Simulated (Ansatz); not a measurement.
Theory: DFT PBE, scalar-relativistic, plane waves, PAW in Ansatz. Settings: cutoff 420 eV, Γ-centred meshes spaced at most about 0.3 Å⁻¹ (2π included), Gaussian smearing. No spin polarisation in the final relaxations.

Temperature and zero-point effects are left out.

Two forms of CdSe were relaxed alike.

A.

```cif
data_structure
_symmetry_space_group_name_H-M 'Pm-3n'
_symmetry_Int_Tables_number 223
_cell_length_a 7.6166
_cell_length_b 7.6166
_cell_length_c 7.6166
_cell_angle_alpha 90.000
_cell_angle_beta 90.000
_cell_angle_gamma 90.000
_cell_volume 441.86
loop_
_atom_site_label
_atom_site_type_symbol
_atom_site_symmetry_multiplicity
_atom_site_Wyckoff_symbol
_atom_site_fract_x
_atom_site_fract_y
_atom_site_fract_z
_atom_site_occupancy
Cd1 Cd 6 d 0.50000 0.00000 0.75000 1
Se1 Se 6 c 0.00000 0.50000 0.75000 1
```

B.

```cif
data_structure
_symmetry_space_group_name_H-M 'F-43m'
_symmetry_Int_Tables_number 216
_cell_length_a 6.1948
_cell_length_b 6.1948
_cell_length_c 6.1948
_cell_angle_alpha 90.000
_cell_angle_beta 90.000
_cell_angle_gamma 90.000
_cell_volume 237.73
loop_
_atom_site_label
_atom_site_type_symbol
_atom_site_symmetry_multiplicity
_atom_site_Wyckoff_symbol
_atom_site_fract_x
_atom_site_fract_y
_atom_site_fract_z
_atom_site_occupancy
Cd1 Cd 4 a 0.00000 0.00000 0.00000 1
Se1 Se 4 c 0.25000 0.25000 0.25000 1
```

Problem. Which form is favoured at zero pressure, and by what margin per atom?

Solution. B is lower, by 73 meV/atom. A has space group Pm-3n (No. 223), 36.8 Å³/atom and a gap of 0.65 eV on its mesh; B has the zinc blende type, space group F-43m (No. 216), 29.7 Å³/atom and a gap of 0.49 eV. The denser one is the lower, and pressure would at first widen the difference. In A, Cd has 4 Se at 2.69 Å; Se has 4 Cd at 2.69 Å. In B, around Cd lie 4 Se at 2.68 Å; Se has 4 Cd at 2.68 Å. Both come from invented guesses. The part of the Crystallography Open Database at hand lists CdSe in space group No. 186, which no cell shown has.

Kohn–Sham gaps at this level usually fall short of measured ones.
